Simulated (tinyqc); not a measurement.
Worked calculation: Pariser-Parr-Pople SCF with singles CI, for the molecule c1ccncc1 (SMILES; centres numbered as the heavy atoms are written). One step of it, computed by the program tinyqc.

Task: Iteration 2: orbitals and new P. Diagonalise F (the basis is taken as orthonormal) and form P = 2 sum c c over the lowest orbitals.

F (eV):
```
           1C         2C         3C         4N         5C         6C
1C  -6.137323  -5.051292  -0.118003   0.783316  -0.118003  -5.051292
2C  -5.051292  -6.231093  -5.062737   0.032482   0.790199  -0.004597
3C  -0.118003  -5.062737  -5.680748  -4.973094   0.173795   0.790199
4N   0.783316   0.032482  -4.973094  -8.389739  -4.973094   0.032482
5C  -0.118003   0.790199   0.173795  -4.973094  -5.680748  -5.062737
6C  -5.051292  -0.004597   0.790199   0.032482  -5.062737  -6.231093
```

pi electrons, sum of z_r less the charge = 6

Give: orbital energies; P after iteration 2.

Result:

orbital energies (eV): -15.7424  -12.6000  -11.8964  -0.8766  -0.1846  2.9493

P after iteration 2:
```
         1C       2C       3C       4N       5C       6C
1C   0.9548   0.6652   0.0576  -0.3261   0.0576   0.6652
2C   0.6652   1.0200   0.6689  -0.0155  -0.3306  -0.0117
3C   0.0576   0.6689   0.8965   0.6512  -0.0717  -0.3306
4N  -0.3261  -0.0155   0.6512   1.2121   0.6512  -0.0155
5C   0.0576  -0.3306  -0.0717   0.6512   0.8965   0.6689
6C   0.6652  -0.0117  -0.3306  -0.0155   0.6689   1.0200
```
